For the band gap of GaN, the step from a GGA to the meta-GGA LAK matters far more than the choice among GGAs. LAK opens the PBE gap by about 0.8 eV, whereas the five GGAs differ among themselves by only 0.13 eV. Even so, LAK remains well below the measured gap, which is roughly 3.4 eV (a recalled value). The useful question is therefore whether a purpose needs the size of the gap or only its kind.

Kohn–Sham DFT with VASP 6.6.1 for GaN (P6_3mc, 4 atoms) in the same cell throughout, without spin polarisation or spin–orbit coupling. All runs use the recommended PBE PAW potentials (Ga_d, N), a 520 eV cutoff and a 10×10×5 k mesh. The smearing width is 0.05 eV, Fermi–Dirac for PBE and LAK and Gaussian for the other functionals.

| functional | gap on mesh (eV) | direct gap on mesh (eV) |
| --- | --- | --- |
| PBE | 1.973 | 1.973 |
| PBEsol | 1.927 | 1.927 |
| BLYP | 2.057 | 2.057 |
| AM05 | 2.024 | 2.024 |
| LAK | 2.789 | 2.789 |
| PW91 | 1.982 | 1.982 |

All six functionals give a direct gap: the highest filled and the lowest empty level lie at the same point of the mesh, the zone centre. An electron can thus cross the gap by absorbing or emitting light without needing a lattice vibration to supply momentum. To establish this much, PBE is sufficient. LAK also changes little in the spacings of the upper valence levels at the zone centre, which move by only about 0.02 eV from their PBE values. That agreement doesn't prove the spacings right: spin–orbit coupling, left out here, would split the topmost pair of levels.

The size of the gap is another matter. A photon with the PBE gap energy of 1.97 eV has a wavelength near 630 nm and is orange-red; with LAK it is blue, near 445 nm. The real material has its edge in the near ultraviolet. PBE would therefore mislead anyone choosing a light source or a detector, and LAK, though much closer, still puts the edge in the visible.

Changing from one GGA to another doesn't cure this. PBEsol and AM05 were both made with solids in mind, yet PBEsol gives a smaller gap than PBE and AM05 a larger one. Steps of a few hundredths of an electronvolt also deserve little weight, because every functional was used with atomic potentials made for PBE. The resulting error has not been tested, and it enters the LAK gap as well. The smearing, by contrast, is harmless: PBE and LAK were run with Fermi–Dirac occupations and the other four functionals with Gaussian smearing, but with gaps so much wider than the smearing the bands are simply full or empty either way.

Theory offers a reason for the large step. The true gap is the energy needed to remove an electron from the crystal less the energy gained on adding one. In exact Kohn–Sham theory the difference between the lowest empty and highest filled levels falls short of it by the derivative discontinuity, a jump in the potential when an electron is added across the gap. A GGA gives all orbitals the same local potential, and its levels contain no such jump.

A meta-GGA also uses the kinetic energy density, which depends on how steeply the orbitals vary in space. Its operator therefore acts differently on orbitals of different shape, and its gap can include part of the discontinuity. How large that part is depends on the functional, so another meta-GGA need not open the gap as far as LAK does. LAK also changes the local part of the potential, and these runs don't separate the two effects. In GaN the upper valence levels are mainly nitrogen p states, while the lowest empty level is an antibonding s-like state on gallium and nitrogen. This fits what LAK does: the valence levels keep their spacing, and the empty levels rise relative to them. Where band edges differ in character in this way, a change in the type of operator can matter more than a change of GGA.

A cheap shortcut is to keep the PBE levels and raise all the empty ones by the same amount. If that amount is chosen to match the LAK gap, the second empty level at the zone centre still comes out 0.175 eV below its LAK value. The shortcut thus gives the LAK gap by construction, shortfall included, but not the LAK energies of transitions to higher bands.

The cell can matter more than the choice of GGA. It is the same in every row, which makes the comparison fair, but PBE finds it compressed, with a pressure $p=7.35$ GPa. Compression widens the gap of GaN at a rate $a$ of roughly 0.04 eV/GPa (a recalled value), so relaxing the cell should lower the PBE gap by

$$\Delta E \approx a\,p = 0.04\times7.35\ \text{eV}\approx0.3\ \text{eV}.$$

That is about twice the whole GGA spread. The estimate assumes a constant rate and has not been checked by a relaxed calculation.

The same estimate lowers the LAK gap by a similar amount, so the advantage over PBE stays near 0.8 eV while both shortfalls grow. Lattice vibrations, absent from these calculations, would lower the computed gaps further. The deficit therefore lies mainly with the functionals. Part of it may come from gallium 3d levels placed too high, which would push the nitrogen p states up and narrow the gap; that contribution is not separated here.

The five GGAs cost about the same, so there is little to save by choosing among them. LAK adds the kinetic energy density and its operator, at a moderate extra cost that grows with system size much as for a GGA. That is a sensible price for a better first estimate of the gap. If the gap must be right to 0.1 eV, none of these levels is adequate, and the usual next step is a hybrid functional or a GW calculation, both far more expensive. Even these can miss by more than 0.1 eV, so their accuracy has to be checked too. The output below lists the differences and the pressure estimate, whose rate was not adjusted to these rows.

Output of the analysis:

```
Gap against PBE and against the rough measured gap:
     row  shift from PBE (eV)  shift from PBE (%)  shortfall to 3.4 eV (eV)  wavelength of the gap (nm)
     PBE                    0                   0                     1.427                       628.5
  PBEsol               -0.046              -2.331                     1.473                       643.5
    BLYP                0.084               4.257                     1.343                       602.8
    AM05                0.051               2.585                     1.376                       612.6
     LAK                0.816               41.36                     0.611                       444.6
    PW91                0.009              0.4562                     1.418                       625.6
Wavelength of the rough measured gap (nm): 364.7
Spread of the five GGA gaps (eV): 0.13
Step from PBE to LAK (eV): 0.816
Step from PBE to LAK over the GGA spread (ratio): 6.277
Step from the highest GGA gap to LAK (eV): 0.732
AM05 gap less PBEsol gap (eV): 0.097
Share of the PBE shortfall removed by LAK (%): 57.18
Rise of the second empty Gamma level from PBE to LAK (eV): 0.991
Second empty level missed by a rigid shift of PBE to the LAK gap (eV): 0.175
Change of the lower valence level from PBE to LAK (eV): -0.021
Change of the valence singlet from PBE to LAK (eV): 0.001
Rough fall of the PBE gap on relaxing the cell (eV): 0.294
Rough fall of the LAK gap on relaxing the cell (eV): 0.33
Rough PBE gap in its relaxed cell (eV): 1.679
Rough LAK gap in its relaxed cell (eV): 2.459
```
